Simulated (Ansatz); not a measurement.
What does this script print? It uses the Ansatz DFT code, driven from Python.

Script `aln_fatbands.py`:
```python
'''Fat bands of AlN at high-symmetry points.'''

from pathlib import Path
import sys
import warnings

import ansatz as az
from ase import Atoms
import pandas as pd

FUNCTIONAL = 'pbesol'
CUTOFF_EV = 630
MESH = (7, 7, 7)
SMEARING = 'Fixed'

warnings.simplefilter('ignore', az.DeckWarning)

atoms = Atoms(
    ['Al', 'N'],
    scaled_positions=[
        [0.0, 0.0, 0.0],
        [0.75, 0.75, 0.75],
    ],
    cell=[
        [0.0, 2.18399356, 2.18399356],
        [2.18399356, 0.0, 2.18399356],
        [2.18399356, 2.18399356, 0.0],
    ],
    pbc=True,
)
system = az.Crystal.from_ase(atoms)

points = {'K': (-0.375, 0.0, 0.375), 'G': (0.0, 0.0, 0.0), 'L': (0.0, 0.0, 0.5), 'W': (-0.5, -0.25, 0.25), 'X': (-0.5, -0.5, 0.0)}
setup = (
    system.calculation()
    .functional(FUNCTIONAL)
    .basis(CUTOFF_EV)
    .accuracy('low')
    .kpoints(*MESH, center='monkhorst-pack')
    .occupations(SMEARING)
    .band_structure(list(points.values()), intervals=1)
    .fat_bands()
)
try:
    done = setup.run(threads=1)
except az.NonConvergedError as error:
    sys.exit(f'no convergence: {error}')
except az.RefusalError as error:
    sys.exit(f'input refused: {error}')
summary = done.report
file = Path(done.write_results('results')) / 'fatbands.tsv'
names = file.read_text().splitlines()[0].lstrip('# ').split('\t')
table = pd.read_csv(file, sep='\t', comment='#', names=names)
near = table[table.e_minus_ef.abs() < 2]
for ik, label in enumerate(points):
    print(label)
    for _, row in near[near.ik == ik].iterrows():
        main = row[names[4:]].astype(float).nlargest(2)
        print(f'   band {int(row.band):3d} {row.e_minus_ef:7.3f} eV  ' + ', '.join(f'{k} {v:.2f}' for k, v in main.items()))
```

`python aln_fatbands.py` gives:
```text
K
   band   3  -1.382 eV  n1_l1_2P 0.82, al0_l1_3P 0.18
G
   band   1  -0.000 eV  n1_l1_2P 0.97, al0_l1_3P 0.01
   band   2  -0.000 eV  n1_l1_2P 0.97, al0_l1_3P 0.01
   band   3   0.000 eV  n1_l1_2P 0.97, al0_l1_3P 0.01
L
   band   2  -0.482 eV  n1_l1_2P 0.92, al0_l1_3P 0.06
   band   3  -0.482 eV  n1_l1_2P 0.92, al0_l1_3P 0.06
W
X
   band   2  -1.788 eV  n1_l1_2P 0.79, al0_l1_3P 0.21
   band   3  -1.788 eV  n1_l1_2P 0.79, al0_l1_3P 0.21
```

The settings weren't tested for convergence. With fixed filling the reported Fermi level is the top filled level among the k-points of the SCF. The structure comes from a database of computed cells and needn't be a stable or known phase. Gaps and levels are Kohn-Sham values on a finite set of k-points. Energies are less the Fermi level and bands count from 0. Only the largest channels are printed, equivalent atoms hold more, and in degenerate sets the split between sites is arbitrary; shells that the potentials lack have no channel. The whole script took 1.9 s on 1 thread of Arm Neoverse V1, with other jobs on the host, peak memory 0.36 GiB.

(Lines on the test bed's own set-up are left out of the output.)
